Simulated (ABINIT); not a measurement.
Ti:

```
Ti
1.0
    -1.64100    1.64100    1.64100
     1.64100   -1.64100    1.64100
     1.64100    1.64100   -1.64100
Ti
1
Direct
  0.00000 0.00000 0.00000
```

This isn't the form of Ti at room conditions, which is hcp.

Base run:

```yaml
Program: ABINIT 10.8.3 (patched build)
Functional: SCAN
Potentials_or_basis: JTH PAW PBE v2.0
Cutoff: 490 eV
k_mesh: 11 × 11 × 11
Occupations: fermi-dirac, width 0.05 eV
Spin: no spin polarisation
```

Its results: band gap on the k mesh none (metal or under the smearing width); pressure -3.5 GPa.

Task: After a change of settings the same cell gave: band gap on the k mesh none (metal or under the smearing width); pressure -10.9 GPa. Which change was it?
A. functional from SCAN to PBE; cutoff from 490 eV to 408 eV; fine-grid cutoff from 979.61 eV to 816.342 eV
B. functional from SCAN to LDA; potentials or basis from JTH PAW PBE v2.0 to PseudoDojo NC SR LDA v0.4.1 standard; cutoff from 490 eV to 1143 eV
C. functional from SCAN to r2SCAN; k mesh from 11 × 11 × 11 to 14 × 14 × 14
D. functional from SCAN to r2SCAN; k mesh from 11 × 11 × 11 to 9 × 9 × 9

Result: B.

Caveats: the PAW data sets were made with another functional, which shifts forces and pressure a little (some runs).
